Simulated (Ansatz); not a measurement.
Level of theory: DFT PBE, scalar-relativistic, plane waves, PAW (Ansatz 0.2.0). All cells share a 420 eV cutoff and Γ-centred k meshes spaced at most about 0.3 Å⁻¹ (about 0.25 or finer for metals, 2π included). No spin polarisation.

All energies are static (0 K, no zero-point motion).

Compare these two cells of Ga₄O, each relaxed at this level.

A.

Space group P-6m2 (No. 187). a = 6.117 Å, b = 6.117 Å, c = 2.794 Å, α = 90.00°, β = 90.00°, γ = 120.00°
| atom | site | symmetry | x | y | z |
| --- | --- | --- | --- | --- | --- |
| Ga | 3k | mm2 | 0.8334 | 0.1666 | 0.5000 |
| Ga | 1d | -6m2 | 0.3333 | 0.6667 | 0.5000 |
| O | 1a | -6m2 | 0.0000 | 0.0000 | 0.0000 |

B.

Space group Pm-3m (No. 221). a = 4.462 Å, b = 4.462 Å, c = 4.462 Å, α = 90.00°, β = 90.00°, γ = 90.00°
| atom | site | symmetry | x | y | z |
| --- | --- | --- | --- | --- | --- |
| Ga | 1a | m-3m | 0.0000 | 0.0000 | 0.0000 |
| Ga | 3c | 4/mm.m | 0.5000 | 0.5000 | 0.0000 |
| O | 1b | m-3m | 0.5000 | 0.5000 | 0.5000 |

Question: Which would you expect to be lower, and how large is the difference?

Answer: A is lower, by 94 meV/atom. A has space group P-6m2 (No. 187), 18.1 Å³/atom and no gap on its mesh; B has space group Pm-3m (No. 221), 17.8 Å³/atom and no gap. Counting Ga atoms around O (those within 1.25 times the shortest such distance or 1.15 times the sum of covalent radii, 1.27 where that leaves under three; the shortest distance is added where it exceeds 1.18 times the sum of covalent radii), A has O 6 from 2.3 Å and B has O 6 from 2.2 Å. Both come from invented guesses.

Cells relaxed within their symmetry can be saddle points.
